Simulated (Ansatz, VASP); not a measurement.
## RbBr in VASP and in Ansatz

```
Rb Br
1.0
     4.07017    0.00000    0.00000
     0.00000    4.07017    0.00000
     0.00000    0.00000    4.07017
Rb Br
1 1
Direct
  0.00000 0.00000 0.00000
  0.50000 0.50000 0.50000
```

The cell comes from a database or a generator and needn't be the stable form of this composition.

Alike in both runs: task single point; functional PBEsol; k mesh 6 × 6 × 6; occupations gaussian, width 0.05 eV; no spin polarisation.

|  | VASP | Ansatz |
| --- | --- | --- |
| version | VASP 6.6.1 | Ansatz 0.2.0 |
| potentials or method | VASP PAW PBE potentials, release 64 (Rb_sv, Br) | scalar-relativistic, plane waves, PAW |
| plane-wave cutoff (eV) | 520 | 420 |
| valence electrons in the cell | 16 | 16 |

|  | VASP | Ansatz | Ansatz less VASP |
| --- | --- | --- | --- |
| gap on the k mesh at the Fermi level (eV) | 4.04 | 4.04 | +0.002 |
| least direct gap on the mesh (eV) | 4.20 | 4.20 | 0.000 |
| pressure (GPa) | 0.1 | 0.0 | -0.05 |

With one functional, cell and mesh, what is left measures potentials, basis and numerics.

Caveats: the PAW data sets were made with another functional, which shifts forces and pressure a little (VASP). A hybrid or GW would open this gap; PBEsol tends to underestimate it. A k mesh can miss the band edges.
